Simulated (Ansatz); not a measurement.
NiSi2: enthalpy against pressure

NiSi2, Fm-3m, a = 5.447 Å. Ansatz: PBE, PAW, 420 eV, Γ-centred 14×14×14 mesh on 3 atoms, Gaussian smearing 0.10 eV; no spin polarisation. Cell and atoms are relaxed at each pressure, and no other structure is tried, so the rows at high pressure may lie past a change of phase. y is the enthalpy over the state at zero pressure; there V0 = 13.466 Å³/atom. The pressures are the targets, met within 0.05 GPa.

```tsv
P (GPa)	y (eV/atom)
-1.0	-0.0844
0.0	0.0000
1.0	0.0838
4.0	0.3318
12.0	0.9721
25.0	1.9595
50.0	?
90.0	6.3166
```

Task: Fit y = c1 P + c2 P² + c3 P³ to the other rows, say what c1 and c2 mean, and predict the missing value.

Result: Least squares on the rows shown. y = 0.083798 P − 0.00024209 P² + 1.0092×10⁻⁶ P³. Since dH/dP = V, c1 is V0: 0.083798 eV/GPa × 160.2 = 13.424 Å³ against 13.466; c2 = −V0/(2B0) gives B0 = 173 GPa, where a Birch–Murnaghan fit to the volumes of the same runs (not shown) gives 145 GPa: a cubic over this range folds the higher terms into c2. Above P = −c2/(3 c3) = 80 GPa the cubic's slope, the volume, would rise with pressure, so the form fails there. At P = 50.0 the fit asked for gives 3.7108 eV/atom. The run gave 3.7278 eV/atom, so the fit is 0.0170 eV/atom too low, 0.27 % of the span of the series, against an rms of 0.0003 eV/atom on the fitted rows. With a term in P⁴ added, a fit to the same known rows predicts 3.7355 eV/atom, a smaller miss on the other side.